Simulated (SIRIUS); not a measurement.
# C under changes of volume

One of the cells (5.785 Å³/atom); the others are scaled copies at fixed shape and fractional positions:

```
C
1.0
     0.00000    1.79518    1.79518
     1.79518    0.00000    1.79518
     1.79518    1.79518    0.00000
C
2
Direct
  0.75000 0.75000 0.75000
  0.50000 0.50000 0.50000
```

This isn't the form of C at room conditions, which is graphite.

* Program: SIRIUS 7.12.0
* Functional: PBEsol
* Potentials or basis: PseudoDojo 0.4.1 PBEsol standard (scalar relativistic)
* Cutoff: 1127 eV
* Density cutoff: 4507 eV
* k mesh: 13 × 13 × 13
* Occupations: fermi-dirac, width 0.05 eV
* Spin: no spin polarisation

| volume (Å³/atom) | energy over the lowest point (meV/atom) | pressure (GPa) | gap on the mesh (eV) |
| --- | --- | --- | --- |
| 5.332 | 23.20 | 27.1 | 4.20 |
| 5.445 | 7.85 | 16.0 | 4.15 |
| 5.558 | 0.00 | 6.0 | 4.10 |
| 5.785 | ? | ? | ? |
| 5.899 | 14.93 | -19.2 | 3.96 |
| 6.012 | 30.87 | -26.1 | 3.92 |

**Question.** What does the run at 5.785 Å³/atom give?

**Answer.** Energy over the lowest point 4.12 meV/atom; pressure -11.6 GPa; gap on the mesh 4.01 eV.

Worked out: A Birch-Murnaghan fit of order 3 (a polynomial in V^(-2/3)) to the other rows has its minimum at 5.63 Å³/atom with B0 = V·E''(V) = 450 GPa and B' = 3.7. It gives 4.05 meV/atom at 5.785 Å³/atom, against the run's 4.12, and -dE/dV = -11.4 GPa, against -11.6. A straight line through the other rows of the gap, of slope -2.34 eV per unit of ln V, gives 4.01 eV, against the run's 4.01.

Energies are extrapolated to zero smearing.

Caveats: an odd mesh through Γ misses points on the zone boundary, where band edges often lie.
